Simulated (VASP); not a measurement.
Input of a VASP 6.6.1 run:

Contents of INCAR:

```
SYSTEM = BaS
PREC     = Accurate       ! precision mode
ENCUT    = 520            ! plane-wave cutoff, eV
EDIFF    = 1E-6           ! SCF threshold, eV
ISMEAR   = -1             ! smearing method
SIGMA    = 0.05           ! smearing width, eV
LREAL    = .FALSE.        ! projectors in reciprocal space
LASPH    = .TRUE.         ! aspherical terms in the spheres
NELM     = 80             ! most SCF steps
ALGO     = Normal         ! electronic algorithm
ISIF     = 2              ! what is computed and relaxed
LWAVE    = .FALSE.        ! write WAVECAR
LCHARG   = .FALSE.        ! write CHGCAR
GGA      = CA             ! functional
NBANDS   = 15             ! bands
```

Contents of KPOINTS:

```
Automatic mesh
0
G
  7 7 7
  0 0 0
```

The input POSCAR:

```
BaS
1.0
    0.0000000000      3.2149012787      3.2149012787
    3.2149012787      0.0000000000      3.2149012787
    3.2149012787      3.2149012787      0.0000000000
Ba S
1 1
Direct
    0.0000000000      0.0000000000      0.0000000000
    0.5000000000      0.5000000000      0.5000000000
```

Potentials or basis: VASP PAW LDA potentials, release 64 (Ba_sv, S).

Run with:

```console
$ cat potpaw_LDA.64/Ba_sv/POTCAR potpaw_LDA.64/S/POTCAR > POTCAR
$ mpirun -np 1 vasp_std > vasp.out
```

Q: Predict the pressure.

A: -2.6 GPa.

Q: What does it give for the band gap on the k mesh?

A: 2.00 eV, indirect (least direct gap 2.15 eV).

Caveat: spin-orbit coupling is left out, which moves the levels of the heavy elements.

**Experimental background.**

From a printed reference work, monograph, original work of 1988, for a bulk crystal of BaS at 2 K: band gap 3.806 eV (indirect).

Against the measured gap of BaS, 3.806 eV (indirect; 2 K; a printed reference work, monograph, original work of 1988), the calculated 2.00 eV is off by -1.81 eV. Spin-orbit coupling on Ba is left out. The value is that of LDA on a finite k mesh, which can miss the band edges, without temperature or zero-point motion. Semilocal functionals fall short of measured gaps as a rule.
